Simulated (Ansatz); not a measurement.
## Structure relaxation of InAs

Theory: DFT PBE, scalar-relativistic, plane waves, PAW (Ansatz). Cutoff 420 eV, Γ-centred k mesh, Gaussian smearing, no spin polarisation in the final step.

InAs was placed on the NaTl (B32) structure type (Fd-3m, No. 227), with In in place of Na, As in place of Tl, at a guessed volume.

```xyz
4
Lattice="0.0000 3.8952 3.8952 3.8952 0.0000 3.8952 3.8952 3.8952 0.0000" Properties=species:S:1:pos:R:3 pbc="T T T"
In    3.8952    3.8952    3.8952
In    5.8428    5.8428    5.8428
As    0.0000    0.0000    0.0000
As    1.9476    1.9476    1.9476
```

Cell and atoms relax at zero pressure; the relaxation can't lower the symmetry of the start. After a coarse first stage the cell is made exact in the group found at 0.06 Å.

Formation energies are uncorrected and refer to the elements' standard structures at the same level.

Problem. What does it relax into?

Solution. It keeps Fd-3m (No. 227). The result has the NaTl (B32) structure. Conventional cell: a = 7.175 Å. Around In lie 4 As at 3.11 Å, 4 In at 3.11 Å and 6 As at 3.59 Å; As is coordinated by 4 As at 3.11 Å, 4 In at 3.11 Å and 6 In at 3.59 Å.

Space group Fd-3m:1 (No. 227). a = 7.175 Å, b = 7.175 Å, c = 7.175 Å, α = 90.00°, β = 90.00°, γ = 90.00°
```
atom site symmetry x y z
  In    8a      -43m  0.5000  0.0000  0.5000
  As    8b      -43m  0.0000  0.0000  0.5000
```

Problem. What are its volume, energy, density and gap?

Solution. The volume per atom is 23.08 Å³. The density is 6.82 g/cm³ and the energy over the elements is 0.24 eV/atom. The gap on the 12×12×12 mesh is 0 eV (a metal).

The final run used a 12×12×12 mesh on its 4-atom cell and 0.10 eV smearing. For metals, differences of a few meV/atom aren't resolved. Symmetry constrained the relaxation, so the result can be a saddle point. The steps took of the order of 60 core-seconds in all.

This form isn't the usual stable structure of the compound.

Cost: 3 runs of about 1 core-minutes in all, on Intel Xeon Platinum 8375C (Ice Lake) (shared hosts).